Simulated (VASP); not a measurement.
Here is a VASP 6.6.1 calculation.

The input INCAR:

```
ALGO = Normal
EDIFF = 1E-6
EDIFFG = -0.01
ENCUT = 600
GGA = CA
IBRION = 2
ISIF = 3
ISMEAR = -1
LASPH = T
LCHARG = F
LREAL = F
LWAVE = F
NELM = 80
NSW = 40
PREC = Accurate
SIGMA = 0.05
```

Contents of KPOINTS:

```
k-points
0
Gamma
  7 7 7
```

File POSCAR:

```
Se
1.0
    2.8105630200      0.0000000000      0.0000000000
    0.0000000000      2.8105630200      0.0000000000
    0.0000000000      0.0000000000      2.8105630200
Se
1
Direct
    0.0000000000      0.0000000000      0.0000000000
```

Potentials or basis: VASP PAW LDA potentials, release 64 (Se).

Launch:

```sh
$ cat potpaw_LDA.64/Se/POTCAR > POTCAR
$ mpirun -np 1 vasp_std > vasp.out
```

Q: Predict the band gap on the k mesh.

A: None (metal or under the smearing width).

Q: Predict the relaxed volume.

A: 21.17 Å³/atom.

Q: Estimate the relaxed cell.

A: a = 2.766 Å, b = 2.766 Å, c = 2.766 Å, α = 90.00°, β = 90.00°, γ = 90.00°.

Final structure:
```xyz
1
Lattice="2.7664 0.0000 0.0000 0.0000 2.7664 0.0000 0.0000 0.0000 2.7664" Properties=species:S:1:pos:R:3 pbc="T T T"
Se    0.0000    0.0000    0.0000
```
